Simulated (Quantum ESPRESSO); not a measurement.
# Mo in Quantum ESPRESSO: work function with LDA

Aim: the work function of Mo with LDA.

Program: Quantum ESPRESSO 7.5. These are calculated values, not measurements. Logs are shortened: lines on timing, memory, paths and dates and some standing lists are left out, and cuts for length are marked.

### 1 The structure

The cell holds a slab with vacuum, 8 atoms: a = 2.850 Å, b = 4.030 Å, c = 24.974 Å, α = 90.00°, β = 90.00°, γ = 90.00°.

The slab is cut from a database's or a generator's crystal, which needn't be the stable form of the element.

### 2 Work function, LDA

pw.in

```
&CONTROL
  calculation = 'scf'
  prefix = 'pwscf'
  outdir = './tmp'
  pseudo_dir = './pseudo'
  tprnfor = .true.
  disk_io = 'low'
/
&SYSTEM
  ibrav = 0
  celldm(1) = 8
  nat = 8
  ntyp = 1
  ecutwfc = 36
  ecutrho = 216
  nbnd = 72
  occupations = 'smearing'
  smearing = 'mp'
  degauss = 0.00734986
/
&ELECTRONS
  conv_thr = 8d-09
  electron_maxstep = 150
  mixing_beta = 0.3
  mixing_mode = 'local-TF'
  tqr = .true.
/
ATOMIC_SPECIES
Mo    95.9500 Mo.LDA_PW-JTH.UPF
CELL_PARAMETERS alat
  0.6731299717440   0.0000000000000   0.0000000000000
  0.0000000000000   0.9519495352802   0.0000000000000
  0.0000000000000   0.0000000000000   5.8991913847774
ATOMIC_POSITIONS crystal
Mo     0.5000000000    0.5000000000    0.3003154375
Mo     0.0000000000    0.0000000000    0.3573681697
Mo     0.5000000000    0.5000000000    0.4144209018
Mo     0.0000000000    0.0000000000    0.4714736339
Mo     0.5000000000    0.5000000000    0.5285263661
Mo     0.0000000000    0.0000000000    0.5855790982
Mo     0.5000000000    0.5000000000    0.6426318303
Mo     0.0000000000    0.0000000000    0.6996845625
K_POINTS automatic
9 7 1 0 0 0
```

pp_density.in

```
&INPUTPP
  prefix = 'pwscf'
  outdir = './tmp'
  filplot = 'density.dat'
  plot_num = 0
/
&PLOT
  nfile = 1
  filepp(1) = 'density.dat'
  iflag = 3
  output_format = 6
  fileout = 'density.cube'
/
```

pp_potential.in

```
&INPUTPP
  prefix = 'pwscf'
  outdir = './tmp'
  filplot = 'potential.dat'
  plot_num = 11
/
&PLOT
  nfile = 1
  filepp(1) = 'potential.dat'
  iflag = 3
  output_format = 6
  fileout = 'potential.cube'
/
```

Potentials or basis: JTH 2.0 LDA.

Launch:

```bash
$ OMP_NUM_THREADS=1 mpirun -n 2 pw.x -nk 2 -in pw.in > pw.out
$ OMP_NUM_THREADS=1 mpirun -n 1 pp.x -in pp_density.in > pp_density.out
$ OMP_NUM_THREADS=1 mpirun -n 1 pp.x -in pp_potential.in > pp_potential.out
```

pw.out:

```text
This program is part of the open-source Quantum ESPRESSO suite
     for quantum simulation of materials; please cite
         "P. Giannozzi et al., J. Phys.:Condens. Matter 21 395502 (2009);
         "P. Giannozzi et al., J. Phys.:Condens. Matter 29 465901 (2017);
         "P. Giannozzi et al., J. Chem. Phys. 152 154105 (2020);
     in publications or presentations arising from this work. More details at

     file Mo.LDA_PW-JTH.UPF: wavefunction(s)  4S 5S 4P 0P 4D 0D renormalized
     Message from routine setup:
     using ibrav=0 with symmetry is DISCOURAGED, use correct ibrav instead

     K-points division:     npool     =       2
     Subspace diagonalization in iterative solution of the eigenvalue problem:
     a serial algorithm will be used

     G-vector sticks info
     --------------------
     sticks:   dense  smooth     PW     G-vecs:    dense   smooth      PW
     Sum         699     473    139               103715    56501    9493

     Using Slab Decomposition

     bravais-lattice index     =            0
     lattice parameter (alat)  =       8.0000  a.u.
     unit-cell volume          =    1935.4203 (a.u.)^3
     number of atoms/cell      =            8
     number of atomic types    =            1
     number of electrons       =       112.00
     number of Kohn-Sham states=           72
     kinetic-energy cutoff     =      36.0000  Ry
     charge density cutoff     =     216.0000  Ry
     scf convergence threshold =      8.0E-09
     mixing beta               =       0.3000
     number of iterations used =            8  local-TF  mixing
     Exchange-correlation= SLA PW NOGX NOGC
                           (   1   4   0   0   0   0   0)

     celldm(1)=   8.000000  celldm(2)=   0.000000  celldm(3)=   0.000000
     celldm(4)=   0.000000  celldm(5)=   0.000000  celldm(6)=   0.000000

     crystal axes: (cart. coord. in units of alat)
               a(1) = (   0.673130   0.000000   0.000000 )
               a(2) = (   0.000000   0.951950   0.000000 )
               a(3) = (   0.000000   0.000000   5.899191 )

     reciprocal axes: (cart. coord. in units 2 pi/alat)
               b(1) = (  1.485597  0.000000  0.000000 )
               b(2) = (  0.000000  1.050476  0.000000 )
               b(3) = (  0.000000  0.000000  0.169515 )

     PseudoPot. # 1 for Mo read from file:
     Mo.LDA_PW-JTH.UPF
     Pseudo is Projector augmented-wave + core cor, Zval = 14.0
     Generated using ATOMPAW code
     Shape of augmentation charge: SINC**2
     Using radial grid of 1076 points,  6 beta functions with:
                l(1) =   0
                l(2) =   0
                l(3) =   1
                l(4) =   1
                l(5) =   2
                l(6) =   2
     Q(r) pseudized with 0 coefficients

     atomic species   valence    mass     pseudopotential
     Mo               14.00    95.95000     Mo( 1.00)

      8 Sym. Ops., with inversion, found ( 4 have fractional translation)

   Cartesian axes

     site n.     atom                  positions (alat units)
         1        Mo     tau(   1) = (   0.3365650   0.4759748   1.7716182  )
         2        Mo     tau(   2) = (   0.0000000   0.0000000   2.1081832  )
         3        Mo     tau(   3) = (   0.3365650   0.4759748   2.4447482  )
         4        Mo     tau(   4) = (   0.0000000   0.0000000   2.7813132  )
         5        Mo     tau(   5) = (   0.3365650   0.4759748   3.1178782  )
         6        Mo     tau(   6) = (   0.0000000   0.0000000   3.4544432  )
         7        Mo     tau(   7) = (   0.3365650   0.4759748   3.7910082  )
         8        Mo     tau(   8) = (   0.0000000   0.0000000   4.1275731  )

     number of k points=    20  Methfessel-Paxton smearing, width (Ry)=  0.0073
                       cart. coord. in units 2pi/alat
        k(    1) = (   0.0000000   0.0000000   0.0000000), wk =   0.0317460
        k(    2) = (   0.0000000   0.1500680   0.0000000), wk =   0.0634921
        k(    3) = (   0.0000000   0.3001360   0.0000000), wk =   0.0634921
        k(    4) = (   0.0000000   0.4502039   0.0000000), wk =   0.0634921
        k(    5) = (   0.1650664   0.0000000   0.0000000), wk =   0.0634921
        k(    6) = (   0.1650664   0.1500680   0.0000000), wk =   0.1269841
[... 12 lines left out ...]
        k(   19) = (   0.6602654   0.3001360   0.0000000), wk =   0.1269841
        k(   20) = (   0.6602654   0.4502039   0.0000000), wk =   0.1269841

     Dense  grid:   103715 G-vectors     FFT dimensions: (  30,  36, 225)

     Smooth grid:    56501 G-vectors     FFT dimensions: (  24,  30, 192)
     Real space treatment of Q(r)

     Initializing real-space augmentation for DENSE grid
     Message from routine real_space_q:
     integrated real space q too different from target q
     Largest difference:   0.000036 for atom type # 1

     Initial potential from superposition of free atoms

     starting charge     111.9921, renormalised to     112.0000

     negative rho (up, down):  1.571E-03 0.000E+00
     Starting wfcs are  144 randomized atomic wfcs
     Checking if some PAW data can be deallocated...

     Self-consistent Calculation

     iteration #  1     ecut=    36.00 Ry     beta= 0.30
     Davidson diagonalization with overlap
     ethr =  1.00E-02,  avg # of iterations =  3.4

     negative rho (up, down):  2.614E-04 0.000E+00

     total energy              =   -2843.48452690 Ry
     estimated scf accuracy    <       8.06650708 Ry

     iteration #  2     ecut=    36.00 Ry     beta= 0.30
     Davidson diagonalization with overlap
     ethr =  7.20E-03,  avg # of iterations =  1.0

     negative rho (up, down):  9.492E-06 0.000E+00

     total energy              =   -2843.23866816 Ry
     estimated scf accuracy    <       2.79972307 Ry

     iteration #  3     ecut=    36.00 Ry     beta= 0.30
     Davidson diagonalization with overlap
     ethr =  2.50E-03,  avg # of iterations =  1.1

     negative rho (up, down):  1.253E-05 0.000E+00

     total energy              =   -2843.24299801 Ry
     estimated scf accuracy    <       0.63123564 Ry

     iteration #  4     ecut=    36.00 Ry     beta= 0.30
     Davidson diagonalization with overlap
     ethr =  5.64E-04,  avg # of iterations =  1.4
[... 152 lines left out ...]
     negative rho (up, down):  1.608E-03 0.000E+00

     total energy              =   -2843.26186973 Ry
     estimated scf accuracy    <       0.00000001 Ry

     iteration # 22     ecut=    36.00 Ry     beta= 0.30
     Davidson diagonalization with overlap
     ethr =  1.05E-11,  avg # of iterations =  3.9

     negative rho (up, down):  1.611E-03 0.000E+00

     total energy              =   -2843.26186994 Ry
     estimated scf accuracy    <       0.00000002 Ry

     iteration # 23     ecut=    36.00 Ry     beta= 0.30
     Davidson diagonalization with overlap
     ethr =  1.05E-11,  avg # of iterations =  2.0

     negative rho (up, down):  1.617E-03 0.000E+00

     End of self-consistent calculation

          k = 0.0000 0.0000 0.0000 (  7043 PWs)   bands (ev):

   -54.1482 -54.1453 -54.0368 -54.0036 -53.9353 -53.8896 -53.8348 -53.7786
   -28.6296 -28.5658 -28.4441 -28.3938 -28.3828 -28.3475 -28.2226 -28.1931
   -28.1505 -28.0101 -27.9976 -27.9411 -27.9194 -27.8881 -27.8337 -27.8212
   -27.7687 -27.6777 -27.6721 -27.6093 -27.6024 -27.5630 -27.5277 -27.4983
     0.1525   1.0069   1.9566   2.1513   2.5326   2.6347   3.1808   3.3298
     3.3677   3.7733   4.2069   4.6255   4.7495   4.7574   5.2290   5.2619
     5.2910   5.7091   5.8103   5.9737   6.0145   6.0302   6.2502   6.3656
     6.8614   6.9201   7.0247   7.1753   7.2431   7.5807   7.5928   7.7534
     7.8321   8.2233   8.2457   8.4361   8.7170   8.8327   9.0884   9.4435

          k = 0.0000 0.1501 0.0000 (  7029 PWs)   bands (ev):

   -54.1407 -54.1385 -54.0300 -54.0015 -53.9364 -53.8948 -53.8412 -53.7890
   -28.6091 -28.5804 -28.5158 -28.4660 -28.3957 -28.3749 -28.2162 -28.1257
   -28.0861 -27.9806 -27.9526 -27.9272 -27.9227 -27.9042 -27.8234 -27.7711
   -27.7651 -27.7215 -27.6804 -27.6202 -27.5800 -27.5786 -27.5605 -27.5176
     0.4089   1.1995   2.1097   2.1790   2.6441   2.7480   2.9705   3.2317
     3.3697   3.4846   4.2100   4.6613   5.1487   5.1551   5.3064   5.4363
     5.4398   5.7800   5.8768   6.0063   6.0878   6.1413   6.1707   6.2909
     6.4949   6.7547   6.9716   7.0526   7.1954   7.3553   7.5579   8.0354
     8.1075   8.1975   8.2829   8.4508   8.6820   8.8618   8.9735   9.1351

          k = 0.0000 0.3001 0.0000 (  7018 PWs)   bands (ev):

   -54.1229 -54.1220 -54.0121 -53.9960 -53.9384 -53.9085 -53.8556 -53.8164
   -28.6573 -28.6105 -28.5870 -28.4854 -28.4532 -28.3538 -28.2599 -28.0903
   -27.9868 -27.9178 -27.8918 -27.8869 -27.8731 -27.8631 -27.7953 -27.7794
   -27.7554 -27.7359 -27.6876 -27.6511 -27.6196 -27.6124 -27.5879 -27.5690
     1.1162   1.6978   2.1969   2.4704   2.5371   2.8069   2.9885   3.0748
     3.1524   3.8496   4.5322   4.8865   5.0586   5.1110   5.3953   5.6244
     5.9896   6.0386   6.0586   6.1013   6.1085   6.2733   6.3438   6.3870
     6.4235   6.5309   6.6461   6.7764   7.3349   7.3462   7.5378   7.7506
     7.8278   8.0356   8.4064   8.4381   8.7249   8.7985   8.8294   9.2831
[... 183 lines left out ...]
   -54.0397 -54.0396 -53.9246 -53.9232 -53.8671 -53.8614 -53.7951 -53.7872
   -28.6360 -28.5955 -28.5895 -28.5709 -28.5021 -28.5006 -28.4938 -28.4832
   -28.2620 -28.2430 -28.1510 -28.0681 -28.0635 -28.0162 -28.0020 -27.9428
   -27.9208 -27.9191 -27.8738 -27.8249 -27.7863 -27.7434 -27.7220 -27.7147
     2.5350   2.6920   2.7075   2.8214   2.9337   3.0303   3.2865   3.3202
     3.6248   3.6973   4.0810   4.1049   4.4594   4.5987   5.4011   5.5245
     5.7300   5.7768   5.9218   5.9798   6.1771   6.3482   6.5654   6.6362
     6.8456   6.9258   7.3517   7.5875   7.7680   7.8978   8.0659   8.2571
     8.8581   8.8670   9.6966   9.7760  10.2421  10.2623  10.4567  10.4690

          k = 0.6603 0.4502 0.0000 (  7038 PWs)   bands (ev):

   -54.0390 -54.0390 -53.9235 -53.9230 -53.8653 -53.8632 -53.7930 -53.7901
   -28.6918 -28.6730 -28.6261 -28.6169 -28.4936 -28.4847 -28.4050 -28.3882
   -28.3168 -28.3025 -28.2118 -28.1674 -28.0424 -28.0193 -27.9979 -27.9738
   -27.8951 -27.8882 -27.8215 -27.7897 -27.7362 -27.7359 -27.7014 -27.6750
     2.3438   2.4443   3.0734   3.1224   3.3216   3.3499   3.8307   3.8488
     4.0872   4.1448   4.3735   4.3796   4.8311   4.8494   5.2737   5.3099
     5.4629   5.4833   5.5494   5.7132   5.8441   5.9438   6.4020   6.5995
     6.6324   6.6363   7.4960   7.5874   7.8787   7.9044   8.1023   8.1568
     8.5150   8.6123   9.3712   9.3977  10.0340  10.0958  10.2108  10.3940

     the Fermi energy is     6.5280 ev

!    total energy              =   -2843.26187008 Ry
     total all-electron energy =     -2843.261870 Ry
     estimated scf accuracy    <          7.7E-10 Ry
     smearing contrib. (-TS)   =       0.00032645 Ry
     internal energy E=F+TS    =   -2843.26219653 Ry

     The total energy is F=E-TS. E is the sum of the following terms:
     one-electron contribution =   -9109.97024922 Ry
     hartree contribution      =    4603.71501879 Ry
     xc contribution           =    -125.18987793 Ry
     ewald contribution        =    3594.05170933 Ry
     one-center paw contrib.   =   -1805.86879749 Ry

     convergence has been achieved in  23 iterations

     negative rho (up, down):  1.617E-03 0.000E+00

     Forces acting on atoms (cartesian axes, Ry/au):

     atom    1 type  1   force =     0.00000000    0.00000000    0.09330530
     atom    2 type  1   force =     0.00000000    0.00000000   -0.03262528
     atom    3 type  1   force =     0.00000000    0.00000000   -0.01049000
     atom    4 type  1   force =     0.00000000    0.00000000   -0.00452757
     atom    5 type  1   force =     0.00000000    0.00000000    0.00452757
     atom    6 type  1   force =     0.00000000    0.00000000    0.01049000
     atom    7 type  1   force =     0.00000000    0.00000000    0.03262528
     atom    8 type  1   force =     0.00000000    0.00000000   -0.09330530

     Total force =     0.140718     Total SCF correction =     0.000038

=------------------------------------------------------------------------------=
   JOB DONE.
=------------------------------------------------------------------------------=
```

It took 3.1 min on 2 MPI ranks of Intel Xeon Platinum 8488C (Sapphire Rapids), shared host; peak memory 0.62 GiB.

Results:

```
Free energy                     : -38684.5485 eV
Largest force                   : 2.399 eV/Å
Band gap on the k mesh          : none (metal or under the smearing width)
Work function of the upper face : 4.20 eV
Work function of the lower face : 4.20 eV
```

Forces in eV/Å, atoms in the order of the input:
```
Mo   0.000  0.000  2.399
Mo   0.000  0.000 -0.839
Mo   0.000  0.000 -0.270
Mo   0.000  0.000 -0.116
Mo   0.000  0.000  0.116
Mo   0.000  0.000  0.270
Mo   0.000  0.000  0.839
Mo   0.000  0.000 -2.399
```

Caveat: real space augmentation costs some meV and hundredths of eV per Å.
